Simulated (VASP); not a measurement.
Crystal: Bi.

```xyz
4
Lattice="5.2510 0.0000 0.0000 -2.6255 4.5475 0.0000 0.0000 0.0000 6.7584" Properties=species:S:1:pos:R:3 pbc="T T T"
Bi    0.0000    0.0000    1.6896
Bi    0.0000    0.0000    5.0688
Bi    0.0000    3.0317    5.0688
Bi    2.6255    1.5158    1.6896
```

The cell was built by a generator and needn't be a form met in nature.

- Program: VASP 6.6.1
- Task: relaxation of cell and atoms
- Functional: PBEsol
- Potentials or basis: VASP PAW PBE potentials, release 64 (Bi_d)
- Cutoff: 600 eV
- k mesh: 6 × 6 × 4
- Occupations: gaussian, width 0.1 eV
- Spin: no spin polarisation

At the start: pressure -0.2 GPa; volume 40.35 Å³/atom.

Q: Where does the relaxation end?

A: Over 6 steps the energy falls by 12.6 meV/atom and the volume is 39.13 Å³/atom (-3.0 %); space group P6_3/mmc (No. 194, to 0.05 Å).

The path:
```csv
step,energy change (eV),largest force (eV/Å),pressure (GPa),volume (Å³)
1,0.0000,0.0000,-0.17,161.38
2,-0.0370,0.0000,-0.49,160.31
3,-0.0443,0.0000,-0.62,159.65
4,-0.0447,0.0000,-0.66,159.49
5,-0.0486,0.0000,0.38,154.89
6,-0.0505,0.0000,0.00,156.54
```

Final structure:
```cif
data_structure
_symmetry_space_group_name_H-M 'P 1'
_symmetry_Int_Tables_number 1
_cell_length_a 5.2988
_cell_length_b 5.2988
_cell_length_c 6.4376
_cell_angle_alpha 90.000
_cell_angle_beta 90.000
_cell_angle_gamma 120.000
_cell_volume 156.54
loop_
_atom_site_label
_atom_site_type_symbol
_atom_site_fract_x
_atom_site_fract_y
_atom_site_fract_z
_atom_site_occupancy
Bi1 Bi 0.00000 0.00000 0.25000 1
Bi2 Bi 0.00000 0.00000 0.75000 1
Bi3 Bi 0.33333 0.66667 0.75000 1
Bi4 Bi 0.66667 0.33333 0.25000 1
```

Caveat: the PAW data sets were made with another functional, which shifts forces and pressure a little.
